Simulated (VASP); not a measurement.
A run of VASP 6.6.1 is set up as follows.

File INCAR:

```
PREC = Accurate ; ENCUT = 520
EDIFF = 1E-6 ; ISMEAR = 0
SIGMA = 0.02 ; LREAL = False
LASPH = True ; NELM = 100
ALGO = Normal ; ISIF = 2
LWAVE = False ; LCHARG = True
GGA = CA ; LELF = True
LVHAR = True ; NBANDS = 16
```

File KPOINTS:

```
Automatic mesh
0
Gamma
  8 8 8
```

File POSCAR:

```
CuI
1.0
    0.0000000000      2.9310411524      2.9310411524
    2.9310411524      0.0000000000      2.9310411524
    2.9310411524      2.9310411524      0.0000000000
Cu I
1 1
Direct
    0.2500000000      0.2500000000      0.2500000000
    0.0000000000      0.0000000000      0.0000000000
```

Potentials or basis: VASP PAW LDA potentials, release 64 (Cu, I).

Launch:

```sh
$ cat potpaw_LDA.64/Cu/POTCAR potpaw_LDA.64/I/POTCAR > POTCAR
$ mpirun -np 1 vasp_std > vasp.out
```

Task: Predict the pressure.

Result: 0.2 GPa.

Task: What does it give for the band gap on the k mesh?

Result: 1.29 eV, direct.

Caveat: spin-orbit coupling is left out, which moves the levels of the heavy elements. A hybrid or GW would open this gap; LDA tends to underestimate it.
